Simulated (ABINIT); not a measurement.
Runs of ABINIT 10.8.3 (patched build) on GaN. The structure is cubic, space group F-43m (No. 216). Conventional cell: a = 4.507 Å, b = 4.507 Å, c = 4.507 Å, α = 90.00°, β = 90.00°, γ = 90.00°. Ga (site symmetry -43m) is surrounded by 4 N at 1.95 Å. N (site symmetry -43m) has 4 Ga at 1.95 Å as nearest neighbours. The cell is a database's computed one.

```csv
task,level,potentials or basis,k mesh,cutoff (eV),smearing,fine-grid cutoff,stop of the response cycle (tolvrs),acoustic sum rule (asr),mesh quality,gap on the mesh (eV),pressure (GPa),V0 of scaled cells (Å³/atom),B0 (GPa)
single point,LDA,JTH PAW LDA v2.0,8 × 8 × 8,680,fermi-dirac 0.05 eV,1278.94 eV,-,-,not flagged,1.73,-,-,-
single point,PBE,JTH PAW PBE v2.0,10 × 10 × 10,707,fermi-dirac 0.05 eV,1306.15 eV,-,-,not flagged,1.71,5.5,-,-
equation of state,LDA-PZ,JTH PAW LDA v2.0,10 × 10 × 10,680,fermi-dirac 0.05 eV,1278.94 eV,-,-,not flagged,-,-,11.08,(b)
equation of state,revPBE+D3,JTH PAW PBE v2.0,10 × 10 × 10,680,fermi-dirac 0.05 eV,1278.94 eV,-,-,not flagged,-,-,11.57,(a)
band structure,PBEsol,PseudoDojo NC SR PBEsol v0.4.1 standard,10 × 10 × 10,1143,fermi-dirac 0.05 eV,-,-,-,not flagged,1.71,-0.9,-,-
single point,LDA,JTH PAW LDA v2.0,6 × 6 × 6,680,fermi-dirac 0.05 eV,1278.94 eV,-,-,not flagged,1.73,-,-,-
single point,PBE,PseudoDojo NC SR PBE v0.4.1 standard,8 × 8 × 8,1088,fermi-dirac 0.05 eV,-,-,-,not flagged,1.76,5.1,-,-
single point,PBEsol,JTH PAW PBE v2.0,6 × 6 × 6,680,fermi-dirac 0.05 eV,1278.94 eV,-,-,not flagged,1.66,-,-,-
equation of state,LDA-VWN,JTH PAW LDA v2.0,10 × 10 × 10,680,fermi-dirac 0.05 eV,1278.94 eV,-,-,not flagged,-,-,11.06,(c)
band structure,LDA-Teter,JTH PAW LDA v2.0,10 × 10 × 10,680,fermi-dirac 0.05 eV,1278.94 eV,-,-,not flagged,1.73,-,-,-
dielectric tensor,PBE,PseudoDojo NC SR PBE v0.4.1 standard,"4 × 4 × 4, with 4 shifts",1088,fixed,-,1e-10,2,coarse,-,5.1,-,-
band structure,BLYP,JTH PAW PBE v2.0,10 × 10 × 10,680,fermi-dirac 0.05 eV,1278.94 eV,-,-,not flagged,1.84,-,-,-
```

Alike in all rows: no spin polarisation; cell as given.

Task: Fill in the values left out.

Result: (a) 179; (b) 202; (c) 203.

Caveats: some runs use coarse meshes; pressures at fixed basis lie under the slope of the energies (some runs); the PAW data sets were made with another functional, which shifts forces and pressure a little (some runs); the cell is more than 3 GPa from zero pressure, which shifts response properties (some runs).

A k mesh can miss the band edges, and the runs leave out spin-orbit coupling on Ga.

Not every run made on this cell is shown here.
